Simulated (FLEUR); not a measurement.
**Ru: equation of state with LDA exchange alone (X-alpha)**

Ru:

```xyz
2
Lattice="2.7058 0.0000 0.0000 -1.3529 2.3433 0.0000 0.0000 0.0000 4.2819" Properties=species:S:1:pos:R:3 pbc="T T T"
Ru    1.3529    0.7811    3.2114
Ru    0.0000    1.5622    1.0705
```

```
Program             : FLEUR MaX-R8.1 (later development tree)
Task                : equation of state
Functional          : LDA exchange alone (X-alpha)
Potentials or basis : all-electron
Basis               : FLAPW
Kmax                : 3.82 1/bohr
k mesh              : 11 × 11 × 6
Occupations         : fermi-dirac, width 0.05 eV
Spin                : no spin polarisation
```

```yaml
Equilibrium_volume: 13.63 Å³/atom
Bulk_modulus_at_fixed_shape_and_positions: 331 GPa
```

Energy against volume, from the lowest point:
```tsv
volume (Å³/atom)	energy (meV/atom)
12.760	64.38
13.032	28.79
13.575	0.00
14.118	16.61
14.389	39.31
```

Caveat: the plane-wave cutoff is short for the semicore states, which can make moduli rough; the cell was scaled at fixed shape and fractional positions, which overstates the stiffness of a crystal with free parameters, most of all of layers and chains.
